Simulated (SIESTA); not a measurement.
Runs of SIESTA 5.4.2 on Ga2O3. The structure is monoclinic, space group C2/m (No. 12). The conventional cell has a = 12.214 Å, b = 3.037 Å, c = 5.798 Å, α = 90.00°, β = 103.83°, γ = 90.00°. Ga (site symmetry m) is surrounded by 6 O at 1.94 to 2.07 Å. Ga (site symmetry m) has 4 O at 1.83 to 1.86 Å as nearest neighbours. O (site symmetry m) has 3 Ga at 1.83 to 1.94 Å as nearest neighbours. O (site symmetry m) has 4 Ga at 1.86 to 2.07 Å as nearest neighbours. O (site symmetry m) is surrounded by 3 Ga at 1.83 to 1.94 Å. 

| level | potentials or basis | k mesh | energy shift | gap on the mesh (eV) | pressure (GPa) | largest force (eV/Å) |
| --- | --- | --- | --- | --- | --- | --- |
| PBE | PseudoDojo 0.4 standard (PBE files), TZP (energy shift 0.002 Ry; radii capped at 9.5 bohr) | 6 × 6 × 4 | 0.002 Ry | 2.31 | 12.8 | (b) |
| LDA | PseudoDojo 0.4 standard (LDA files), DZP (energy shift 0.003 Ry; two zetas on semicore shells) | 9 × 9 × 5 | 0.003 Ry | 2.26 | -1.3 | 0.15 |
| PBE | PseudoDojo 0.4 standard (PBE files), DZ (energy shift 0.01 Ry) | 6 × 6 × 4 | 0.01 Ry | 2.27 | 13.8 | (a) |
| PBEsol | PseudoDojo 0.4 standard (PBEsol files), DZP (energy shift 0.003 Ry; two zetas on semicore shells) | 9 × 9 × 5 | 0.003 Ry | 2.26 | (c) | 0.31 |

Alike in all rows: task band structure; no spin polarisation; cell as given; smearing fermi-dirac 0.05 eV; grid cutoff 800 Ry.

Fill in the values left out.

(a) 0.46; (b) 0.45; (c) 5.4.

Caveats: the basis of atomic orbitals isn't converged, which shifts pressures, moduli and gaps; semicore shells carry a single zeta, which can move pressures by several GPa and volumes by a few percent (some runs); the basis has no polarisation orbitals (some runs).

A k mesh can miss the band edges, and the runs leave out spin-orbit coupling on Ga.

Not every run made on this cell is shown here.
